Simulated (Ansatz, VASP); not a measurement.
One calculation of Cd, two programs

Contents of INCAR:

```
SYSTEM = Cd
  PREC = Accurate
  ENCUT = 520
  EDIFF = 1E-6
  ISMEAR = -1
  SIGMA = 0.1
  LREAL = .False.
  LASPH = .True.
  NELM = 100
  ALGO = Fast
  ISIF = 2
  LWAVE = .False.
  LCHARG = .False.
  GGA = RE
  NBANDS = 25
```

KPOINTS

```
regular mesh
0
Gamma
  8 8 11
  0 0 0
```

Contents of POSCAR:

```
Cd
1.0
    5.0815206505      0.0000000000      0.0000000000
   -2.5407603252      4.4007259732      0.0000000000
    0.0000000000      0.0000000000      3.0646847734
Cd
3
Direct
    1.0000000000      0.0000000000      0.0000000000
    0.3333333333      0.6666666667      0.5000000000
    0.6666666667      0.3333333333      0.5000000000
```

Input for Ansatz:

```yaml
crystal:
  lattice:
    - [5.0815206505, 0.0, 0.0]
    - [-2.5407603252, 4.4007259732, 0.0]
    - [0.0, 0.0, 3.0646847734]
  atoms:
    - { symbol: Cd, position: [1.0, 0.0, 0.0] }
    - { symbol: Cd, position: [0.3333333333, 0.6666666667, 0.5] }
    - { symbol: Cd, position: [0.6666666667, 0.3333333333, 0.5] }
hamiltonian:
  xc: revpbe
  pseudopotentials:
    kind: paw
    azcp:
      Cd: "pseudopotentials/Cd.paw.azcp"
basis:
  ecutwfc: 420
  fft_grid_basis: typed
kpoints:
  mp_grid: { grid: [8, 8, 11], shift: [0, 0, 0] }
magnetization:
  spin_polarized: false
scf:
  occupations: { method: fermi_dirac, width: 0.1 }
  lower_state_search: "off"
output:
  stress: true
  write_density: true
  write_potential: true
  elf: true
  volumetric_format: npy
```

Alike in both runs: task single point; functional revPBE; k mesh 8 × 8 × 11; occupations fermi-dirac, width 0.1 eV; no spin polarisation.

|  | VASP | Ansatz |
| --- | --- | --- |
| version | VASP 6.6.1 | Ansatz 0.2.0 |
| potentials or method | VASP PAW PBE potentials, release 64 (Cd) | plane waves (420 eV) with PAW, scalar-relativistic |
| plane-wave cutoff (eV) | 520 | 420 |
| valence electrons in the cell | 36 | 60 |

|  | VASP | Ansatz | Ansatz less VASP |
| --- | --- | --- | --- |
| pressure (GPa) | 3.4 | 3.1 | -0.28 |

The two sets of potentials don't hold the same shells in valence.

Caveats: the PAW data sets were made with another functional, which shifts forces and pressure a little (VASP).
